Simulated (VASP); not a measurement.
## Ge: single point with PBEsol

Ge:

```xyz
4
Lattice="3.9976 0.0000 0.0000 -1.9988 3.4620 0.0000 0.0000 0.0000 6.5942" Properties=species:S:1:pos:R:3 pbc="T T T"
Ge    0.0000    2.3080   -0.0010
Ge    1.9988    1.1540    3.2961
Ge    0.0000    2.3080    2.4672
Ge    1.9988    1.1540    5.7643
```

This isn't the form of Ge at room conditions, which is diamond.

| Item | Value |
| --- | --- |
| Program | VASP 6.6.1 |
| Task | single point |
| Functional | PBEsol |
| Potentials or basis | VASP PAW PBE potentials, release 64 (Ge_d) |
| Cutoff | 520 eV |
| k mesh | 12 × 12 × 6 |
| Occupations | gaussian, width 0.1 eV |
| Spin | no spin polarisation |
| Dipole correction | no |
| Further INCAR settings | ALGO = Fast; EDIFF = 1e-07; NBANDS = 36 |

* Pressure: -0.1 GPa
* Band gap on the k mesh: none (metal or under the smearing width)

Levels at points of the mesh, in eV from the Fermi level:
| k point | band 26 | band 27 | band 28 | band 29 | band 30 | band 31 |
| --- | --- | --- | --- | --- | --- | --- |
| (0.00, 0.00, 0.00) | -0.18 | -0.16 | -0.05 | 0.10 | 0.10 | 2.22 |
| (0.50, 0.00, 0.00) | -3.10 | -2.86 | -1.47 | 0.44 | 1.59 | 3.47 |
| (0.00, 0.00, 0.50) | -0.88 | -0.88 | -0.88 | 0.62 | 0.62 | 3.32 |
| (0.50, 0.00, 0.50) | -2.58 | -2.44 | -2.44 | 0.45 | 0.45 | 2.04 |

Run time: 3.5 min on 1 thread of AMD EPYC 7R13 Processor (Zen 3), with other jobs on the host, peak memory 0.28 GiB.

Caveat: the PAW data sets were made with another functional, which shifts forces and pressure a little.
